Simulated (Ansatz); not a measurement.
# In (I4/mmm) in Ansatz: equation of state

Aim: energy against volume of In in PBEsol, for its equilibrium volume and stiffness.

Everything below comes from runs of Ansatz 0.2.0. Logs are shortened: lines on timing, memory, paths and dates and some standing lists are left out, and cuts for length are marked.

## (1) The crystal as given

Symmetry: I4/mmm, No. 139, tetragonal system. Conventional cell: a = 3.251 Å, b = 3.251 Å, c = 4.947 Å, α = 90.00°, β = 90.00°, γ = 90.00°. In (site symmetry 4/mmm) is surrounded by 12 In at 3.25 to 3.38 Å.

## (2) Single point, PBEsol, 24.57 Å³/atom (volume scaled by 0.94)

The input, input.yaml:

```yaml
crystal:
  lattice:
    - [-1.5922878321, 1.5922878321, 2.4232021571]
    - [1.5922878321, -1.5922878321, 2.4232021571]
    - [1.5922878321, 1.5922878321, -2.4232021571]
  atoms:
    - { symbol: In, position: [0.0, 0.0, 0.0] }
hamiltonian:
  xc: pbesol
  pseudopotentials: { kind: paw }
kpoints:
  mp_grid: { grid: [11, 11, 11] }
scf:
  occupations: { method: fermi_dirac, width: 0.05 }
output:
  forces: true
  stress: true
  eigenvalues: true
```

Potentials or basis: Ansatz PAW.

Command:

```
> ansatz run input.yaml --threads 2 --pin off --max-ram 5632MiB --backend cpu --events-out ev --progress --plain --runs-dir out
```

Standard output:

```text
Warning: RAYON_NUM_THREADS=2 ignored (pool sized by the plan → 2); use --threads N
Engine: ansatz 0.2.0, aarch64-unknown-linux-gnu
Pseudopotentials: kind: paw
Pseudopotential: In, paw, valence charge 13, recommended cutoff 420 eV (normal), In.paw.azcp
Functional definition: PBEsol
  exchange = pbesol_x
  correlation = pbesol_c
Crystal: 1 atoms, lattice volume = 24.575 Å³
Basis set: ecut = 420 eV, 493 PW (Γ), exchange–correlation on 48×48×48 points (8 copies of the dense FFT grid, shifted against one another)
Bands: 11, of which v1, the nominal top of the filled ones, is band 7 counted from 1 (6 counted from 0)
Symmetry: 16 space group operations
Space group: I4/mmm (ITA 139), of the structure as read, at distance tolerance 2.9e-5 Å
k-points: 126 of 1331
Non-local potential: In, projectors of the file, l = 0: 2, l = 1: 2, l = 2: 2, l = 3: 2
PAW form: soft (Blöchl's): semilocal exchange-correlation on the pseudo side does not see the compensation charge
PAW frozen core: In, regenerated for the run's functional, and the local potential with it (the file was generated under x = pbe(κ = 0.804, μ = 0.2195149727645171), c = pbe(β = 0.06672455060314922))
PAW one-centre angular grid: In, 590 points (default); XC on 64 Gauss nodes
Initial density: superposition of atomic densities (neutral atoms: chi_scale 0, normalization atom), corrected by the library's trained network
Initial wavefunctions: pseudopotential atomic-orbital guess
Functional: x = pbesol(κ = 0.804, μ = 0.12345679012345678), c = pbesol(β = 0.046)
SCF iter   1: F=—  HF=-5525.403476 eV  |F-HF|=—  |Δ(HF+E_count)|=         —  Δρ=3.33e-3  dr2=2.43e-3  ethr=1.77e-3  ⟨swp⟩=5.2  Hψ=8273  notcnv=0
preconditioner: auto → none  [metal: Δε(μ)=0.096 eV  Ē_g=19.965 eV  σ=0.050 eV  W_gap=0.43  n_scr=8 (ndim 8)  ℏωp=27.0 eV  f_vac=0.000  D(μ)=0.38/eV (n_scr^D=0)  sad-step TF]
SCF iter   2: F=—  HF=-5525.401886 eV  |F-HF|=—  |Δ(HF+E_count)|=   1.59e-3  Δρ=1.38e-3  dr2=5.16e-4  ethr=1.87e-5  ⟨swp⟩=1.7  Hψ=2844  notcnv=0
SCF iter   3: F=—  HF=-5525.401669 eV  |F-HF|=—  |Δ(HF+E_count)|=   2.17e-4  Δρ=3.69e-4  dr2=1.63e-5  ethr=3.97e-6  ⟨swp⟩=2.0  Hψ=2139  notcnv=0  defer=1
SCF iter   4: F=—  HF=-5525.401661 eV  |F-HF|=—  |Δ(HF+E_count)|=   8.05e-6  Δρ=9.85e-5  dr2=1.76e-6  ethr=1.26e-7  ⟨swp⟩=2.0  Hψ=2133  notcnv=0  defer=1
iter 5 did not close the SCF: its close was put off for the readings that it lacked (scf_convergence_deferred on its scf_iter line)
SCF iter   5: F=-5525.401660 eV  HF=-5525.401661 eV  |F-HF|=5.77e-8  |Δ(HF+E_count)|=   8.57e-7  Δρ=1.66e-5  dr2=5.44e-8  ethr=1.36e-8  ⟨swp⟩=2.2  Hψ=2072  notcnv=0  defer=1
SCF iter   6: F=-5525.401661 eV  HF=-5525.401661 eV  |F-HF|=2.00e-11  |Δ(HF+E_count)|=   2.73e-8  Δρ=5.95e-7  dr2=1.24e-10  ethr=4.18e-10  ⟨swp⟩=4.4  Hψ=6214  notcnv=0
SCF 1 converged in 6 iterations: F = -5525.401661 eV  dr2 = 1.24e-10
SCF converged after 6 iterations
Free energy (F): -5525.401661 eV
Harris-Foulkes:  -5525.401661 eV  (|F-HF|=2.00e-11)
Internal energy: -5525.398254 eV  (E = F + TS)
E sigma→0 (E₀):  -5525.399957 eV
Entropy (-TS):   -0.003407 eV (-3.407 meV/atom)
Fermi energy:    11.031223 eV
--- Per-component energies (eV) ---
  E_band       = -14.048705
  E_kinetic    = 242.407928
  E_local      = -1037.550062  (includes V_loc(G=0)·N_el)
  E_nonlocal   = 367.410742
  E_hartree    = 406.690121
  E_xc         = -214.498490
  E_vxc        = -101.015979  (∫ρ·V_xc dr)
  E_paw        = -4081.454224  (= ΣΔE_a)
  E_vpaw       = -298.681943  (= ΣTr[D̂ρ^β])
  E_aug_tail   = 0.000025  (compensation charges beyond the density's cutoff)
  E_ewald      = -1208.640197
  E_core_change = 0.235902  (= ΣΔE_core)
  E_smearing   = -0.003407  (= −TS)
  E_closure    = -0.000000  (closes the sum)
  Σ components = -5525.401661   (vs F -5525.401661, Δ=0.00e0)
--- Forces (eV/Å), atoms counted from 1 ---
  atom   1  In    -0.00000000     0.00000000     0.00000000
  max |Σ_I F_I| component: 2.47e-32 eV/Å
--- Stress (GPa, compression-positive) ---
        2.216769       0.000000      -0.000000
        0.000000       2.216769       0.000000
        0.000000       0.000000       1.434363
  P = ⅓ Tr σ = 1.9560 GPa (19.560 kbar)
--- Band table (eV; the first three rows and the last of 126) ---
  k-point 0: bands = ["-3.7198", "-3.5941", "-3.5941", "-3.4948", "-3.3733", "0.9832", "22.0771", "22.0771", "22.2753", "22.6895", "25.4991"]
  k-point 1: bands = ["-3.6784", "-3.6173", "-3.5691", "-3.4853", "-3.3905", "1.2493", "20.6245", "20.8129", "21.2111", "21.7921", "26.8138"]
  k-point 2: bands = ["-3.6793", "-3.5641", "-3.5066", "-3.4999", "-3.3991", "2.0574", "18.5061", "18.7405", "19.6332", "20.5399", "22.8198"]
  k-point 125: bands = ["-3.9074", "-3.7757", "-3.2659", "-3.2402", "-3.2195", "8.2077", "8.2382", "14.4768", "16.0360", "19.5928", "21.1240"]
```

Run time: 1.3 s. Hardware: 2 threads of Arm Neoverse V1, shared host; peak memory 0.3 GiB.

Results:

```yaml
Free_energy: -5525.4017 eV
Pressure: 2.0 GPa
Band_gap_on_the_k_mesh: none (metal or under the smearing width)
```

Caveat: the PAW data sets come from PBE, with cores solved anew for the run's functional, which leaves a small shift of forces and pressure.

## (3) Single point, PBEsol, 25.10 Å³/atom (volume scaled by 0.96)

The input, input.yaml:

```yaml
crystal:
  lattice:
    - [-1.6035014962, 1.6035014962, 2.4402675233]
    - [1.6035014962, -1.6035014962, 2.4402675233]
    - [1.6035014962, 1.6035014962, -2.4402675233]
  atoms:
    - { symbol: In, position: [0.0, 0.0, 0.0] }
hamiltonian:
  xc: pbesol
  pseudopotentials: { kind: paw }
kpoints:
  mp_grid: { grid: [11, 11, 11] }
scf:
  occupations: { method: fermi_dirac, width: 0.05 }
output:
  forces: true
  stress: true
  eigenvalues: true
  write_density: true
  write_potential: true
  elf: true
  volumetric_format: npy
```

Potentials or basis: Ansatz PAW.

Command:

```
> ansatz run input.yaml --threads 2 --pin off --max-ram 5632MiB --backend cpu --events-out ev --progress --plain --runs-dir out
```

Run time: 1.8 s. Hardware: 2 threads of Arm Neoverse V1, shared host; peak memory 0.31 GiB.

Results (log left out):

* Free energy: -5525.4062 eV
* Pressure: 0.9 GPa
* Band gap on the k mesh: none (metal or under the smearing width)

Caveat: the PAW data sets come from PBE, with cores solved anew for the run's functional, which leaves a small shift of forces and pressure.

## (4) Single point, PBEsol, 25.62 Å³/atom (volume scaled by 0.98)

The input, input.yaml:

```yaml
crystal:
  lattice:
    - [-1.6145604767, 1.6145604767, 2.4570974863]
    - [1.6145604767, -1.6145604767, 2.4570974863]
    - [1.6145604767, 1.6145604767, -2.4570974863]
  atoms:
    - { symbol: In, position: [0.0, 0.0, 0.0] }
hamiltonian:
  xc: pbesol
  pseudopotentials: { kind: paw }
kpoints:
  mp_grid: { grid: [11, 11, 11] }
scf:
  occupations: { method: fermi_dirac, width: 0.05 }
output:
  forces: true
  stress: true
  eigenvalues: true
```

Command:

```
> ansatz run input.yaml --threads 2 --pin off --max-ram 5632MiB --backend cpu --events-out ev --progress --plain --runs-dir out
```

Wall time 1.3 s (2 threads of Arm Neoverse V1, shared host); peak memory 0.3 GiB.

The run converged. Its results:

```yaml
Free_energy: -5525.4075 eV
Pressure: -0.1 GPa
Band_gap_on_the_k_mesh: none (metal or under the smearing width)
```

Caveat: the PAW data sets come from PBE, with cores solved anew for the run's functional, which leaves a small shift of forces and pressure.

## (5) Single point, PBEsol, 26.14 Å³/atom

input.yaml, as its differences from that of step 4:

```diff
@@ -2,5 +2,5 @@
   lattice:
-    - [-1.6145604767, 1.6145604767, 2.4570974863]
-    - [1.6145604767, -1.6145604767, 2.4570974863]
-    - [1.6145604767, 1.6145604767, -2.4570974863]
+    - [-1.62547, 1.62547, 2.4737]
+    - [1.62547, -1.62547, 2.4737]
+    - [1.62547, 1.62547, -2.4737]
   atoms:
```

Potentials or basis: Ansatz PAW.

Command:

```
> ansatz run input.yaml --threads 2 --pin off --max-ram 5632MiB --backend cpu --events-out ev --progress --plain --runs-dir out
```

Standard output:

```text
Warning: RAYON_NUM_THREADS=2 ignored (pool sized by the plan → 2); use --threads N
Engine: ansatz 0.2.0, aarch64-unknown-linux-gnu
Pseudopotentials: kind: paw
Pseudopotential: In, paw, valence charge 13, recommended cutoff 420 eV (normal), In.paw.azcp
Functional definition: PBEsol
  exchange = pbesol_x
  correlation = pbesol_c
Crystal: 1 atoms, lattice volume = 26.144 Å³
Basis set: ecut = 420 eV, 533 PW (Γ), exchange–correlation on 48×48×48 points (8 copies of the dense FFT grid, shifted against one another)
Bands: 11, of which v1, the nominal top of the filled ones, is band 7 counted from 1 (6 counted from 0)
Symmetry: 16 space group operations
Space group: I4/mmm (ITA 139), of the structure as read, at distance tolerance 3.0e-5 Å
k-points: 126 of 1331
Non-local potential: In, projectors of the file, l = 0: 2, l = 1: 2, l = 2: 2, l = 3: 2
PAW form: soft (Blöchl's): semilocal exchange-correlation on the pseudo side does not see the compensation charge
PAW frozen core: In, regenerated for the run's functional, and the local potential with it (the file was generated under x = pbe(κ = 0.804, μ = 0.2195149727645171), c = pbe(β = 0.06672455060314922))
PAW one-centre angular grid: In, 590 points (default); XC on 64 Gauss nodes
Initial density: superposition of atomic densities (neutral atoms: chi_scale 0, normalization atom), corrected by the library's trained network
Initial wavefunctions: pseudopotential atomic-orbital guess
Functional: x = pbesol(κ = 0.804, μ = 0.12345679012345678), c = pbesol(β = 0.046)
SCF iter   1: F=—  HF=-5525.407665 eV  |F-HF|=—  |Δ(HF+E_count)|=         —  Δρ=3.06e-3  dr2=2.36e-3  ethr=1.77e-3  ⟨swp⟩=5.3  Hψ=8286  notcnv=0
preconditioner: auto → none  [metal: Δε(μ)=0.038 eV  Ē_g=19.588 eV  σ=0.050 eV  W_gap=0.19  n_scr=8 (ndim 8)  ℏωp=26.2 eV  f_vac=0.000  D(μ)=0.47/eV (n_scr^D=0)  sad-step TF]
SCF iter   2: F=—  HF=-5525.406017 eV  |F-HF|=—  |Δ(HF+E_count)|=   1.65e-3  Δρ=1.24e-3  dr2=5.01e-4  ethr=1.81e-5  ⟨swp⟩=1.9  Hψ=2877  notcnv=0  defer=1
SCF iter   3: F=—  HF=-5525.405809 eV  |F-HF|=—  |Δ(HF+E_count)|=   2.07e-4  Δρ=3.66e-4  dr2=1.67e-5  ethr=3.85e-6  ⟨swp⟩=2.0  Hψ=2142  notcnv=0  defer=3
SCF iter   4: F=—  HF=-5525.405803 eV  |F-HF|=—  |Δ(HF+E_count)|=   6.09e-6  Δρ=7.87e-5  dr2=1.43e-6  ethr=1.28e-7  ⟨swp⟩=2.0  Hψ=2098  notcnv=0  defer=2
iter 5 did not close the SCF: its close was put off for the readings that it lacked (scf_convergence_deferred on its scf_iter line)
SCF iter   5: F=-5525.405803 eV  HF=-5525.405803 eV  |F-HF|=6.11e-9  |Δ(HF+E_count)|=   6.94e-7  Δρ=5.73e-6  dr2=1.21e-8  ethr=1.10e-8  ⟨swp⟩=2.0  Hψ=2076  notcnv=0  defer=3
SCF iter   6: F=-5525.405803 eV  HF=-5525.405803 eV  |F-HF|=8.19e-12  |Δ(HF+E_count)|=   1.61e-9  Δρ=1.18e-6  dr2=1.85e-10  ethr=9.33e-11  ⟨swp⟩=3.9  Hψ=5962  notcnv=0
SCF 1 converged in 6 iterations: F = -5525.405803 eV  dr2 = 1.85e-10
SCF converged after 6 iterations
Free energy (F): -5525.405803 eV
Harris-Foulkes:  -5525.405803 eV  (|F-HF|=8.19e-12)
Internal energy: -5525.401869 eV  (E = F + TS)
E sigma→0 (E₀):  -5525.403836 eV
Entropy (-TS):   -0.003933 eV (-3.933 meV/atom)
Fermi energy:    10.117117 eV
--- Per-component energies (eV) ---
  E_band       = -24.712007
  E_kinetic    = 241.595126
  E_local      = -1075.680811  (includes V_loc(G=0)·N_el)
  E_nonlocal   = 367.366153
  E_hartree    = 420.486500
  E_xc         = -214.111068
  E_vxc        = -100.487795  (∫ρ·V_xc dr)
  E_paw        = -4081.326549  (= ΣΔE_a)
  E_vpaw       = -298.477534  (= ΣTr[D̂ρ^β])
  E_aug_tail   = 0.000025  (compensation charges beyond the density's cutoff)
  E_ewald      = -1183.967147
  E_core_change = 0.235902  (= ΣΔE_core)
  E_smearing   = -0.003933  (= −TS)
  E_closure    = 0.000000  (closes the sum)
  Σ components = -5525.405803   (vs F -5525.405803, Δ=0.00e0)
--- Forces (eV/Å), atoms counted from 1 ---
  atom   1  In    -0.00000000    -0.00000000     0.00000000
  max |Σ_I F_I| component: 8.63e-32 eV/Å
--- Stress (GPa, compression-positive) ---
       -0.781401      -0.000000      -0.000000
       -0.000000      -0.781401       0.000000
       -0.000000       0.000000      -1.209407
  P = ⅓ Tr σ = -0.9241 GPa (-9.241 kbar)
--- Band table (eV; the first three rows and the last of 126) ---
  k-point 0: bands = ["-4.5304", "-4.4221", "-4.4221", "-4.3393", "-4.2358", "0.5299", "20.6195", "20.6195", "20.7925", "21.6702", "24.0472"]
  k-point 1: bands = ["-4.4948", "-4.4414", "-4.4007", "-4.3310", "-4.2501", "0.7833", "19.2550", "19.4469", "19.7668", "20.7093", "25.3857"]
  k-point 2: bands = ["-4.4930", "-4.3967", "-4.3470", "-4.3417", "-4.2574", "1.5511", "17.2521", "17.5019", "18.1728", "19.4324", "21.5983"]
  k-point 125: bands = ["-4.6859", "-4.5675", "-4.1440", "-4.1211", "-4.1043", "7.2362", "7.5669", "13.4687", "14.9624", "18.3642", "19.8336"]
```

It took 1.3 s on 2 threads of Arm Neoverse V1, shared host; peak memory 0.31 GiB.

What came out:

- Free energy: -5525.4058 eV
- Pressure: -0.9 GPa
- Band gap on the k mesh: none (metal or under the smearing width)

Caveat: the PAW data sets come from PBE, with cores solved anew for the run's functional, which leaves a small shift of forces and pressure.

## (6) Single point, PBEsol, 26.67 Å³/atom (volume scaled by 1.02)

input.yaml, as its differences from that of step 5:

```diff
@@ -2,5 +2,5 @@
   lattice:
-    - [-1.62547, 1.62547, 2.4737]
-    - [1.62547, -1.62547, 2.4737]
-    - [1.62547, 1.62547, -2.4737]
+    - [-1.6362350157, 1.6362350157, 2.4900825966]
+    - [1.6362350157, -1.6362350157, 2.4900825966]
+    - [1.6362350157, 1.6362350157, -2.4900825966]
   atoms:
```

Potentials or basis: Ansatz PAW.

Command:

```
> ansatz run input.yaml --threads 2 --pin off --max-ram 5632MiB --backend cpu --events-out ev --progress --plain --runs-dir out
```

Wall time 1.3 s (2 threads of Arm Neoverse V1, shared host); peak memory 0.31 GiB.

The run converged. Its results:

```yaml
Free_energy: -5525.4016 eV
Pressure: -1.7 GPa
Band_gap_on_the_k_mesh: none (metal or under the smearing width)
```

Caveat: the PAW data sets come from PBE, with cores solved anew for the run's functional, which leaves a small shift of forces and pressure.

## (7) Single point, PBEsol, 27.19 Å³/atom (volume scaled by 1.04)

input.yaml, as its differences from that of step 6:

```diff
@@ -2,5 +2,5 @@
   lattice:
-    - [-1.6362350157, 1.6362350157, 2.4900825966]
-    - [1.6362350157, -1.6362350157, 2.4900825966]
-    - [1.6362350157, 1.6362350157, -2.4900825966]
+    - [-1.6468602161, 1.6468602161, 2.5062524172]
+    - [1.6468602161, -1.6468602161, 2.5062524172]
+    - [1.6468602161, 1.6468602161, -2.5062524172]
   atoms:
```

Command:

```
> ansatz run input.yaml --threads 2 --pin off --max-ram 5632MiB --backend cpu --events-out ev --progress --plain --runs-dir out
```

Run time: 1.3 s. Hardware: 2 threads of Arm Neoverse V1, shared host; peak memory 0.31 GiB.

The run converged. Its results:

```
Free energy            : -5525.3950 eV
Pressure               : -2.3 GPa
Band gap on the k mesh : none (metal or under the smearing width)
```

Caveat: the PAW data sets come from PBE, with cores solved anew for the run's functional, which leaves a small shift of forces and pressure.

## (8) Single point, PBEsol, 27.71 Å³/atom (volume scaled by 1.06)

input.yaml, as its differences from that of step 7:

```diff
@@ -2,5 +2,5 @@
   lattice:
-    - [-1.6468602161, 1.6468602161, 2.5062524172]
-    - [1.6468602161, -1.6468602161, 2.5062524172]
-    - [1.6468602161, 1.6468602161, -2.5062524172]
+    - [-1.6573500545, 1.6573500545, 2.5222162388]
+    - [1.6573500545, -1.6573500545, 2.5222162388]
+    - [1.6573500545, 1.6573500545, -2.5222162388]
   atoms:
```

Command:

```
> ansatz run input.yaml --threads 2 --pin off --max-ram 5632MiB --backend cpu --events-out ev --progress --plain --runs-dir out
```

It took 1.3 s on 2 threads of Arm Neoverse V1, shared host; peak memory 0.31 GiB.

Results (log left out):

```yaml
Free_energy: -5525.3865 eV
Pressure: -2.9 GPa
Band_gap_on_the_k_mesh: none (metal or under the smearing width)
```

Caveat: the PAW data sets come from PBE, with cores solved anew for the run's functional, which leaves a small shift of forces and pressure.

## (9) Equation of state, PBEsol

Potentials or basis: Ansatz PAW.

No new run: the results of the series are fitted here.

Results:

* Equilibrium volume: 25.57 Å³/atom
* Bulk modulus at fixed shape and positions: 44 GPa
* Pressure derivative of the bulk modulus: 5.2

Energy against volume, from the lowest point:
| volume (Å³/atom) | energy (meV/atom) |
| --- | --- |
| 24.575 | 5.82 |
| 25.098 | 1.25 |
| 25.621 | 0.00 |
| 26.144 | 1.68 |
| 26.666 | 5.92 |
| 27.189 | 12.44 |
| 27.712 | 20.96 |

Caveat: the cell was scaled at fixed shape and fractional positions, which overstates the stiffness of a crystal with free parameters, most of all of layers and chains.
